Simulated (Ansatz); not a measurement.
# W13S28: the cost of one run

Program: Ansatz 0.2.0. Level of theory: DFT PBE+D3(BJ), scalar-relativistic, plane waves, PAW. These are calculated values, not measurements.

2 further runs of the same task are left out: 2 set aside as unsound or not needed.

## Step 1: The starting structure

The structure is hexagonal, space group P6_3/mmc (No. 194). Conventional cell: a = 3.154 Å, b = 3.154 Å, c = 12.145 Å, α = 90.00°, β = 90.00°, γ = 120.00°. Around W (site symmetry -6m2) lie 6 S at 2.41 Å. S (site symmetry 3m) has 3 W at 2.41 Å as nearest neighbours.

Structure file:

```xyz
6
Lattice="3.1541 0.0000 0.0000 -1.5770 2.7315 0.0000 0.0000 0.0000 12.1448" Properties=species:S:1:pos:R:3 pbc="T T T"
W     0.0000    1.8210    9.1086
W     1.5770    0.9105    3.0362
S     0.0000    1.8210    1.4615
S     1.5770    0.9105    7.5340
S     0.0000    1.8210    4.6109
S     1.5770    0.9105   10.6833
```

It goes back to an entry of the Materials Project.

This cell was relaxed beforehand with the same method: volume 17.44 Å³/atom, gap on the mesh 0.89 eV.

The host's static dielectric tensor, from an earlier linear-response run, has a mean of 11.66.

The perfect supercell (rows 2 -1 0; -3 -2 0; 0 0 -1 in vectors of this cell) comes from an earlier run at this level (42 atoms, E(σ→0) -170697.2202 eV, gap 1.23 eV on its own mesh).

## Step 2: Making the defect

The atom at (0.095, 0.619, 0.250) of the supercell is taken out. The other atoms start on their ideal sites. Its neighbours are 6 S at 2.41 Å.

## Step 3: Charge state 0

input.yaml reads:

```yaml
crystal:
  lattice:
    - [7.8852229175, -2.7315213444, 0.0]
    - [-6.308178334, -5.4630426888, 0.0]
    - [0.0, 0.0, -12.1448340132]
  atoms:
    - { symbol: W, position: [0.380952381, 0.4761904762, 0.25] }
    - { symbol: W, position: [0.9523809524, 0.1904761905, 0.25] }
    - { symbol: W, position: [0.6666666667, 0.3333333333, 0.25] }
    - { symbol: W, position: [0.2380952381, 0.0476190476, 0.25] }
    - { symbol: W, position: [0.8095238095, 0.7619047619, 0.25] }
    - { symbol: W, position: [0.5238095238, 0.9047619048, 0.25] }
    - { symbol: W, position: [0.3333333333, 0.6666666667, 0.75] }
    - { symbol: W, position: [0.619047619, 0.5238095238, 0.75] }
    - { symbol: W, position: [0.1904761905, 0.2380952381, 0.75] }
    - { symbol: W, position: [0.9047619048, 0.380952381, 0.75] }
    - { symbol: W, position: [0.4761904762, 0.0952380952, 0.75] }
    - { symbol: W, position: [0.0476190476, 0.8095238095, 0.75] }
    - { symbol: W, position: [0.7619047619, 0.9523809524, 0.75] }
    - { symbol: S, position: [0.0952380952, 0.619047619, 0.8796577967] }
    - { symbol: S, position: [0.380952381, 0.4761904762, 0.8796577967] }
    - { symbol: S, position: [0.9523809524, 0.1904761905, 0.8796577967] }
    - { symbol: S, position: [0.6666666667, 0.3333333333, 0.8796577967] }
    - { symbol: S, position: [0.2380952381, 0.0476190476, 0.8796577967] }
    - { symbol: S, position: [0.8095238095, 0.7619047619, 0.8796577967] }
    - { symbol: S, position: [0.5238095238, 0.9047619048, 0.8796577967] }
    - { symbol: S, position: [0.3333333333, 0.6666666667, 0.3796577967], spin: 0.333 }
    - { symbol: S, position: [0.619047619, 0.5238095238, 0.3796577967] }
    - { symbol: S, position: [0.1904761905, 0.2380952381, 0.3796577967] }
    - { symbol: S, position: [0.9047619048, 0.380952381, 0.3796577967], spin: 0.333 }
    - { symbol: S, position: [0.4761904762, 0.0952380952, 0.3796577967] }
    - { symbol: S, position: [0.0476190476, 0.8095238095, 0.3796577967], spin: 0.333 }
    - { symbol: S, position: [0.7619047619, 0.9523809524, 0.3796577967] }
    - { symbol: S, position: [0.0952380952, 0.619047619, 0.6203422033] }
    - { symbol: S, position: [0.380952381, 0.4761904762, 0.6203422033] }
    - { symbol: S, position: [0.9523809524, 0.1904761905, 0.6203422033] }
    - { symbol: S, position: [0.6666666667, 0.3333333333, 0.6203422033] }
    - { symbol: S, position: [0.2380952381, 0.0476190476, 0.6203422033] }
    - { symbol: S, position: [0.8095238095, 0.7619047619, 0.6203422033] }
    - { symbol: S, position: [0.5238095238, 0.9047619048, 0.6203422033] }
    - { symbol: S, position: [0.3333333333, 0.6666666667, 0.1203422033], spin: 0.333 }
    - { symbol: S, position: [0.619047619, 0.5238095238, 0.1203422033] }
    - { symbol: S, position: [0.1904761905, 0.2380952381, 0.1203422033] }
    - { symbol: S, position: [0.9047619048, 0.380952381, 0.1203422033], spin: 0.333 }
    - { symbol: S, position: [0.4761904762, 0.0952380952, 0.1203422033] }
    - { symbol: S, position: [0.0476190476, 0.8095238095, 0.1203422033], spin: 0.333 }
    - { symbol: S, position: [0.7619047619, 0.9523809524, 0.1203422033] }
  host:
    lattice:
      - [3.154089167, 0.0, 0.0]
      - [-1.5770445835, 2.7315213444, 0.0]
      - [0.0, 0.0, 12.1448340132]
    atoms:
      - { symbol: W, position: [0.3333333333, 0.6666666667, 0.75] }
      - { symbol: W, position: [0.6666666667, 0.3333333333, 0.25] }
      - { symbol: S, position: [0.3333333333, 0.6666666667, 0.1203422033] }
      - { symbol: S, position: [0.6666666667, 0.3333333333, 0.6203422033] }
      - { symbol: S, position: [0.3333333333, 0.6666666667, 0.3796577967] }
      - { symbol: S, position: [0.6666666667, 0.3333333333, 0.8796577967] }
basis:
  ecutwfc: 420
  xc_grid: 2
kpoints:
  mp_grid: { grid: [2, 2, 2], shift: [0.0, 0.0, 0.0] }
hamiltonian:
  xc: pbe
  dispersion: d3bj
scf:
  occupations: { method: gaussian, width: 0.01 }
output:
  forces: true
  stress: false
  eigenvalues: true
  populations: true
  charged_corrections:
    defect_position: [0.0952381, 0.61904762, 0.25]
    epsilon: [[14.17, 0.0, 0.0], [0.0, 14.17, 0.0], [0.0, 0.0, 6.6534]]
magnetization:
  spin_polarized: true
relax:
  adjacent_minimum: "off"
  f_tol: 0.025
  max_steps: 45
```

Launch:

```console
> ansatz run input.yaml --threads 4 --pin off --max-ram 6144MiB --backend cpu --events-out ev --progress --plain --runs-dir out
```

Q: Estimate wall time and peak memory on 4 threads of an Arm CPU, shared host.

About 6.9 min, with a peak of 3.4 GiB.
